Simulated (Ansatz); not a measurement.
AlN: deformation potentials from a series

```xyz
4
Lattice="3.1110 0.0000 0.0000 -1.5555 2.6942 0.0000 0.0000 0.0000 4.9780" Properties=species:S:1:pos:R:3 pbc="T T T"
Al    0.0000    1.7961    0.0000
Al    1.5555    0.8981    2.4890
N     0.0000    1.7961    1.9165
N     1.5555    0.8981    4.4055
```

Atoms are numbered in the order listed.

The cell is COD entry 9008860, as deposited and not checked against the literature; nothing was relaxed.

These are results of DFT, PBEsol, all-electron LAPW, scalar-relativistic (Ansatz 0.2.0), not measurements.

The runs use a Γ-centred 11×11×6 k mesh, Fermi–Dirac smearing of 0.02 eV, basis error target 1 meV/atom, no spin polarisation.

The cell is scaled evenly. Fractional coordinates are held (clamped ions).

Only quantities that a quadratic follows smoothly over the whole series are listed; rougher ones are left out.

```
ln(V/Vcell)  direct gap at Γ (eV)  smallest gap on mesh and path (eV)
    -0.0619                 4.635                               4.635
    -0.0408                 4.445                               4.445
    -0.0101                 4.172                               4.172
     0.0000                 4.084                               4.084
     0.0100                 3.998                               3.998
     0.0198                 3.913                               3.913
     0.0392                 3.746                               3.746
     0.0583                 3.585                               3.585
```

Q: Fit the series and give the slopes at zero strain.

A: Least-squares fits y = p0 + p1 x + p2 x² to the rows give direct gap at Γ (eV): p1 = -8.73, p2 = 2.8; smallest gap on mesh and path (eV): p1 = -8.73, p2 = 2.8. So dEg/dln V = -8.7 eV for the direct gap at Γ, the fundamental gap of this crystal. Semilocal gaps are too small, but their slopes carry over better.

Q: One run, at ln(V/Vcell) = -0.0202, is withheld. Predict its row.

A: The fits give 4.262, 4.262; the run gave 4.262, 4.262.
